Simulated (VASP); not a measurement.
TiTe2, 3 atoms in the cell. Symmetry: P-3m1, No. 164, trigonal system. Conventional cell: a = 3.777 Å, b = 3.777 Å, c = 6.498 Å, α = 90.00°, β = 90.00°, γ = 120.00°. Ti (site symmetry -3m) has 6 Te at 2.77 Å as nearest neighbours. Around Te (site symmetry 3m) lie 3 Ti at 2.77 Å. 

```yaml
Program: VASP 6.6.1
Task: relaxation of cell and atoms
Functional: PBEsol
Potentials_or_basis: VASP PAW PBE potentials, release 64 (Ti_sv, Te)
Cutoff: 520 eV
k_mesh: 9 × 9 × 6
Occupations: gaussian, width 0.02 eV
Spin: no spin polarisation
Further_INCAR_settings: ALGO = Normal; EDIFF = 1e-07; IBRION = 2; EDIFFG = -0.002; NSW = 80; ISIF = 3
```

Potentials or basis: VASP PAW PBE potentials, release 64 (Ti_sv, Te).

The run is started by

```bash
$ cat potpaw_PBE.64/Ti_sv/POTCAR potpaw_PBE.64/Te/POTCAR > POTCAR
$ mpirun -np 1 vasp_std > vasp.out
```

Hardware: 1 thread of Intel(R) Xeon(R) Platinum 8488C (Sapphire Rapids), on a shared host.

**Question.** Estimate the wall time of this run.

**Answer.** Wall time 14 min on 1 thread of Intel(R) Xeon(R) Platinum 8488C (Sapphire Rapids), on a shared host, peak memory 0.25 GiB. Counts: scf iterations 151, k points 62, ion steps 16.
